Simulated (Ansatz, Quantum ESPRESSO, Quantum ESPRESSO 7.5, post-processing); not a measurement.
## Ballistic transmission: 5 layers of LiF(001) between Ag(100) leads

Wanted: the transmission near the Fermi level and the conductance of this junction: 5 layers of LiF(001) between Ag(100) leads.

Program: Quantum ESPRESSO 7.5. Level of theory: plane-wave DFT, PBE, GBRV ultrasoft pseudopotentials (cross-check by Ansatz 0.2.0 with PAW datasets). Results are calculated unless marked as measured.

This is a report of a sequence of runs, with most program output left out.

## (1) The structure

The cell holds 27 atoms: 17 Ag, 5 F and 5 Li. Cell: a = 2.934 Å, b = 2.934 Å, c = 46.400 Å, α = 90.0°, β = 90.0°, γ = 90.0°. It derives from LiF. Regions: left lead, 8 atoms (8 Ag); channel, 11 atoms (5 F, 5 Li and 1 Ag); right lead, 8 atoms (8 Ag). The structure is stacked along c, and the current runs across the ab planes.

This run has no spin polarisation although its electron count is odd. A spin-polarised state was not tried and may lie lower.

## (2) SCF with pw.x

One periodic cell holds a stretch of lead, the junction and more lead; the atoms stay as built.

The input, scf.in:

```
&control
  prefix = 'scf'
  outdir = './out'
  pseudo_dir = './pseudo'
  calculation = 'scf'
  tprnfor = .true.
/
&system
  ibrav = 0
  nat = 27
  ntyp = 3
  ecutwfc = 40
  ecutrho = 200
  occupations = 'smearing'
  smearing = 'mv'
  degauss = 0.01
/
&electrons
  conv_thr = 1e-07
  mixing_beta = 0.25
  electron_maxstep = 120
  mixing_mode = 'local-TF'
/
ATOMIC_SPECIES
  Ag  107.8682  ag_pbe_v1.4.uspp.F.UPF
  F   18.9984  f_pbe_v1.4.uspp.F.UPF
  Li  6.9400  li_pbe_v1.4.uspp.F.UPF
CELL_PARAMETERS angstrom
  2.93449314192417 0.00000000000000 0.00000000000000
  0.00000000000000 2.93449314192417 0.00000000000000
  0.00000000000000 0.00000000000000 46.40000000000001
ATOMIC_POSITIONS crystal
  Ag  0.000000000000 0.000000000000 0.000000000000
  Ag  0.500000000000 0.500000000000 0.044719827586
  Ag  0.000000000000 0.000000000000 0.089439655172
  Ag  0.500000000000 0.500000000000 0.134159482759
  Ag  0.000000000000 0.000000000000 0.178879310345
  Ag  0.500000000000 0.500000000000 0.223599137931
  Ag  0.000000000000 0.000000000000 0.268318965517
  Ag  0.500000000000 0.500000000000 0.313038793103
[... 15 atom lines left out ...]
  Ag  0.000000000000 0.000000000000 0.821120689655
  Ag  0.500000000000 0.500000000000 0.865840517241
  Ag  0.000000000000 0.000000000000 0.910560344828
  Ag  0.500000000000 0.500000000000 0.955280172414
K_POINTS automatic
  8 8 1 0 0 0
```

Command:

```console
$ OMP_NUM_THREADS=1 mpirun -n 4 pw.x -nk 4 -in scf.in > scf.out
```

It took 37 min on 4 MPI ranks of Intel Xeon Platinum 8259CL at 2.50GHz (Skylake/Cascade Lake), shared host; peak memory 2.5 GiB; 2.5 h of CPU time.

Numbers from this step:

```
free energy  : -72685.4329 eV
Fermi energy : 13.46 eV
```

The program's own clock; routines nest. Time by routine:

| routine | wall time (s) | calls |
| --- | --- | --- |
| PWSCF | 2242 | 1 |
| electrons | 2218 | 1 |
| c_bands | 1956 | 48 |
| cegterg | 1591 | 192 |
| h_psi | 801.5 | 980 |
| fftw | 550.2 | 241908 |
| vloc_psi | 529.4 | 980 |
| sum_band | 230 | 48 |
| calbec | 196.4 | 1188 |
| h_psi:calbec | 132.7 | 980 |
| add_vuspsi | 126.6 | 980 |
| s_psi | 125.4 | 980 |
| cdiaghg | 88.31 | 976 |
| init_run | 15 | 1 |

The run needed 48 iterations to bring the estimated error under 1e-07 Ry; the largest force on any atom, held or free, is 0.41 eV/Å.

## (3) Transmission with pwcond.x

prefixt takes both regions from one run: the lead from 0 to bdl, the scattering region from bdl to bds (units of alat). ikind = 1 puts the same lead on both sides. The program's T_tot counts both spins in a run without spin; the tables below give T per spin.

The input, cond.in:

```
&inputcond
  outdir = './out'
  prefixt = 'scf'
  tran_file = 'cond.dat'
  bdl = 2.8284271247
  bds = 15.8119299504
  ikind = 1
  ewind = 4.0
  epsproj = 1e-05
  nz1 = 7
  energy0 = 0.4
  denergy = -0.4
/
28
  0.00000000 0.00000000 0.00694444
  0.00000000 0.08333333 0.02777778
  0.00000000 0.16666667 0.02777778
  0.00000000 0.25000000 0.02777778
  0.00000000 0.33333333 0.02777778
  0.00000000 0.41666667 0.02777778
  0.00000000 0.50000000 0.01388889
  0.08333333 0.08333333 0.02777778
  0.08333333 0.16666667 0.05555556
  0.08333333 0.25000000 0.05555556
  0.08333333 0.33333333 0.05555556
  0.08333333 0.41666667 0.05555556
  0.08333333 0.50000000 0.02777778
  0.16666667 0.16666667 0.02777778
  0.16666667 0.25000000 0.05555556
  0.16666667 0.33333333 0.05555556
  0.16666667 0.41666667 0.05555556
  0.16666667 0.50000000 0.02777778
  0.25000000 0.25000000 0.02777778
  0.25000000 0.33333333 0.05555556
  0.25000000 0.41666667 0.05555556
  0.25000000 0.50000000 0.02777778
  0.33333333 0.33333333 0.02777778
  0.33333333 0.41666667 0.05555556
  0.33333333 0.50000000 0.02777778
  0.41666667 0.41666667 0.02777778
  0.41666667 0.50000000 0.02777778
  0.50000000 0.50000000 0.00694444
3
```

Command:

```console
$ OMP_NUM_THREADS=1 mpirun -n 4 pwcond.x -in cond.in > cond.out
```

Elapsed: 4.3 min, on 4 MPI ranks; peak memory 0.39 GiB; 17 min of CPU time.

Numbers from this step:

```
lead channels at the Fermi level, one spin : 0.9236
transmission at the Fermi level, one spin  : 1.18e-7
conductance                                : 1.18e-7 G₀
```

Per spin; mean over the k mesh across the current. The open channels, zone mean by energy, zero at the Fermi level:

| energy (eV) | open channels, zone mean |
| --- | --- |
| -0.400 | 0.896 |
| 0.000 | 0.924 |
| 0.400 | 0.951 |

Per spin; mean over the k mesh across the current. Table of transmission, zone mean by energy, zero at the Fermi level:

| energy (eV) | transmission, zone mean |
| --- | --- |
| -0.400 | 9.9e-8 |
| 0.000 | 1.2e-7 |
| 0.400 | 1.2e-7 |

At 0.000 eV; k in fractions of b1, b2. Transmission by k point:

| k1 | k2 | weight | t | channels |
| --- | --- | --- | --- | --- |
| 0 | 0 | 0.006944 | 7.00e-7 | 1 |
| 0 | 0.08333 | 0.02778 | 5.00e-8 | 1 |
| 0 | 0.1667 | 0.02778 | 2.00e-7 | 1 |
| 0 | 0.25 | 0.02778 | 0 | 1 |
| 0 | 0.3333 | 0.02778 | 5.00e-7 | 1 |
| 0 | 0.4167 | 0.02778 | 4.00e-7 | 1 |
| 0 | 0.5 | 0.01389 | 0 | 0 |
| 0.08333 | 0.08333 | 0.02778 | 0 | 1 |
| 0.08333 | 0.1667 | 0.05556 | 1.50e-7 | 1 |
| 0.08333 | 0.25 | 0.05556 | 0 | 1 |
| 0.08333 | 0.3333 | 0.05556 | 4.00e-7 | 1 |
| 0.08333 | 0.4167 | 0.05556 | 2.50e-7 | 1 |
| 0.08333 | 0.5 | 0.02778 | 6.00e-7 | 2 |
| 0.1667 | 0.1667 | 0.02778 | 0 | 1 |
| 0.1667 | 0.25 | 0.05556 | 5.00e-8 | 1 |
| 0.1667 | 0.3333 | 0.05556 | 2.00e-7 | 1 |
| 0.1667 | 0.4167 | 0.05556 | 5.00e-8 | 1 |
| 0.1667 | 0.5 | 0.02778 | 5.00e-8 | 2 |
| 0.25 | 0.25 | 0.02778 | 1.00e-7 | 1 |
| 0.25 | 0.3333 | 0.05556 | 5.00e-8 | 1 |
| 0.25 | 0.4167 | 0.05556 | 0 | 1 |
| 0.25 | 0.5 | 0.02778 | 0 | 0 |
| 0.3333 | 0.3333 | 0.02778 | 0 | 1 |
| 0.3333 | 0.4167 | 0.05556 | 0 | 1 |
| 0.3333 | 0.5 | 0.02778 | 0 | 0 |
| 0.4167 | 0.4167 | 0.02778 | 0 | 0 |
| 0.4167 | 0.5 | 0.02778 | 0 | 0 |
| 0.5 | 0.5 | 0.006944 | 0 | 0 |

The program's own clock; routines nest. Time by routine:

| routine | wall time (s) | calls |
| --- | --- | --- |
| PWCOND | 258.5 | 1 |
| scatter_forw | 212.1 | 168 |
| local | 19.72 | 28 |
| compbs | 14.88 | 84 |
| compbs_2 | 12.98 | 84 |
| init | 2.8 | 1 |
| poten | 0.76 | 1 |

At no point does T exceed the number of channels.

## (4) Transmission with pwcond.x, with ewind = 6.0 and epsproj = 1e-07

A sensitivity test on the input.

cond.w.in, as its differences from the input of step 3:

```diff
@@ -3,3 +3,3 @@
   prefixt = 'scf'
-  tran_file = 'cond.dat'
+  tran_file = 'cond.w.dat'
   bdl = 2.8284271247
@@ -7,4 +7,4 @@
   ikind = 1
-  ewind = 4.0
-  epsproj = 1e-05
+  ewind = 6.0
+  epsproj = 1e-07
   nz1 = 7
```

Command:

```console
$ OMP_NUM_THREADS=1 mpirun -n 4 pwcond.x -in cond.w.in > cond.w.out
```

It took 5.3 min on 4 MPI ranks; peak memory 0.42 GiB.

Beside the run it was changed from:

| quantity | this run | unchanged run | difference |
| --- | --- | --- | --- |
| transmission at the Fermi level, one spin | 1.18e-7 | 1.18e-7 | -1.6e-10 |
| lead channels at the Fermi level, one spin | 0.9236 | 0.9236 | 0 |
| wall time (s) | 316 | 259 |  |

Over all energies T moves by up to 2.8e-10, at 0.4 eV.

The physical values in this table move by up to 0.14 %.

## (5) The same in Ansatz

A second code with its own PAW datasets, on the same atoms.

Level of this step: plane-wave DFT, PBE, Ansatz PAW (Ansatz 0.2.0).

The input, input.yaml:

```yaml
crystal:
  lattice:
    - [2.9344931419, 0.0, 0.0]
    - [0.0, 2.9344931419, 0.0]
    - [0.0, 0.0, 46.4]
  atoms:
    - { symbol: Ag, position: [0.0, 0.0, 0.0] }
    - { symbol: Ag, position: [0.5, 0.5, 0.0447198276] }
    - { symbol: Ag, position: [0.0, 0.0, 0.0894396552] }
    - { symbol: Ag, position: [0.5, 0.5, 0.1341594828] }
    - { symbol: Ag, position: [0.0, 0.0, 0.1788793103] }
    - { symbol: Ag, position: [0.5, 0.5, 0.2235991379] }
    - { symbol: Ag, position: [0.0, 0.0, 0.2683189655] }
    - { symbol: Ag, position: [0.5, 0.5, 0.3130387931] }
[... 15 atom lines left out ...]
    - { symbol: Ag, position: [0.0, 0.0, 0.8211206897] }
    - { symbol: Ag, position: [0.5, 0.5, 0.8658405172] }
    - { symbol: Ag, position: [0.0, 0.0, 0.9105603448] }
    - { symbol: Ag, position: [0.5, 0.5, 0.9552801724] }
kpoints:
  mp_grid: { grid: [8, 8, 1] }
hamiltonian:
  xc: pbe
scf:
  occupations: { method: fermi_dirac, width: 0.1 }
  convergence: { dr2_threshold: 1.0e-08 }
output:
  transmission: { leads: [[0, 2]], e_range: [-0.4, 0.4], de: 0.4, kmesh: [12, 12] }
  write_potential: true
  write_density: true
  volumetric_format: npy
```

Command:

```console
$ ansatz run input.yaml --threads 4 --pin off --max-ram 8192MiB --backend cpu --events-out ev --progress --plain --runs-dir out
```

The job ended after 37 s (4 threads; peak memory 2.2 GiB).

Numbers from this step:

| Property | Result |
| --- | --- |
| free energy | -134118.9113 eV |
| energy at zero smearing | -134118.8251 eV |
| smearing term TS | 0.1724 eV |
| Fermi energy | 13.47 eV |
| symmetry operations | 16 |
| transmission at the Fermi level, one spin | 1.15e-7 |
| step of the lead's Hamiltonian over a period | 5.8 meV |

Per spin; mean over the k mesh across the current. The transmission, zone mean by energy, zero at the Fermi level:

| energy (eV) | transmission, zone mean |
| --- | --- |
| -0.400 | 9.2e-8 |
| 0.000 | 1.2e-7 |
| 0.400 | 1.1e-7 |

Per spin; mean over the k mesh across the current. Open channels, zone mean against energy, zero at the Fermi level:

| energy (eV) | open channels, zone mean |
| --- | --- |
| -0.400 | 0.896 |
| 0.000 | 0.924 |
| 0.400 | 0.951 |

Ansatz finds T = 1.2e-7 against pwcond's 1.2e-7.

## (6) All levels side by side

All levels:

| step | T at the Fermi level (per spin) | conductance (G0) | r.m.s. T(E) from the first | CPU time of the step (s) | peak memory (GiB) |
| --- | --- | --- | --- | --- | --- |
| Ansatz | 1.15e-7 | - | 0 | 137.4 | 2.245 |
| pwcond | 1.18e-7 | 1.18e-7 | 5.01e-9 | 1036 | 0.39 |
| pwcond, changed setting | 1.18e-7 | 1.18e-7 | 4.95e-9 | 1262 | 0.42 |

Per spin; mean over the k mesh across the current. Transmission, zone mean against energy, zero at the Fermi level:

| energy (eV) | Ansatz | pwcond | pwcond, changed setting |
| --- | --- | --- | --- |
| -0.400 | 9.2e-8 | 9.9e-8 | 9.9e-8 |
| 0.000 | 1.2e-7 | 1.2e-7 | 1.2e-7 |
| 0.400 | 1.1e-7 | 1.2e-7 | 1.2e-7 |

## (7) By hand

The Landauer sum over the mesh, Σ w T = 0.0556 × 4e-07 + 0.0278 × 6e-07 + 0.0278 × 5e-07 + … = 1.22e-7.

G = 1.18e-07 × 77.48 µS = 9.16e-06 µS a cell. Times the area of 8.611 Å², the resistance-area product is A/G = 9.4e6 fΩ m², the leads' contact resistance included.

Free electrons at 1 an atom (4 atoms in 71.5 Å³) have k_F = 1.183 1/Å and offer A k_F²/4π = 0.96 channels per spin; the lead has 0.92 on this mesh.

## (8) Results

| Quantity | Value |
| --- | --- |
| conductance from T at the Fermi level, a cell (G₀ = 2e²/h) | 1.2e-7 G₀ |
| conductance per area | 1.1e-4 S/μm² |
| lead channels per spin | 0.92 |
| the same conductance by Ansatz | 1.2e-7 G₀ |

In words: The junction conducts 1.2e-7 G₀ a cell at the Fermi level (PBE, GBRV ultrasoft). At the Fermi level the junction passes 1.3e-5 % of what the leads offer, the tunnelling regime. At the Fermi level pwcond and Ansatz differ by 2.6 %, a close match. Points with over 2.5 times the mean carry 57 % of T, so the mean leans on few points, and the mesh was not tested. Over -0.4 to 0.4 eV, T lies between 9.9e-8 and 1.2e-7 per spin. The geometry is as built, not relaxed, and the leads are short. A semilocal barrier gap is too small, so real barriers mostly pass less.

[Logs are printed without paths, hosts, clocks, repeated set-up lines and the standing remarks that a program may print on its own settings, such as how far it seeks lower states.]

[Hosts, paths, dates, database ids (printed as entryN), source tags and the programs' standing remarks are cut or masked in the printed files.]

[Maps of the electrostatic potential energy from Ansatz leave out the sawtooth potential of an applied field or a dipole correction, so their vacuum need not be flat; planar profiles and work functions include it.]
